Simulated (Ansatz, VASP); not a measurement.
## Two plane-wave programs on BN

```
CELL_PARAMETERS angstrom
0.00000 3.55438 2.16778
1.25247 0.00000 2.16778
1.25247 3.55438 0.00000
ATOMIC_POSITIONS crystal
B 0.00007 0.00007 0.99993
N 0.66663 0.66663 0.33337
```

Alike in both runs: functional PBEsol; k mesh 12 × 12 × 12; occupations gaussian, width 0.02 eV; no spin polarisation.

Ansatz relaxed the structure, and its values are those at the end. VASP's run is a single point on that final structure, the one shown.

|  | VASP | Ansatz |
| --- | --- | --- |
| version | VASP 6.6.1 | Ansatz 0.2.0 |
| potentials or method | VASP PAW PBE potentials, release 64 (B, N) | scalar-relativistic, plane waves, PAW |
| plane-wave cutoff (eV) | 520 | 420 |
| valence electrons in the cell | 8 | 8 |

Ansatz gave:

| Quantity | Value |
| --- | --- |
| gap on the k mesh at the Fermi level (eV) | 3.81 |
| least direct gap on the mesh (eV) | 4.50 |
| pressure (GPa) | 0.0 |

Task: What did VASP give for the same quantities?

Result: gap on the k mesh at the Fermi level (eV): 3.80; least direct gap on the mesh (eV): 4.49; pressure (GPa): 0.3.

The functional is the same, so the differences come from potentials, cutoffs and numerics.

Caveats: the PAW data sets were made with another functional, which shifts forces and pressure a little (VASP). A k mesh can miss the band edges.
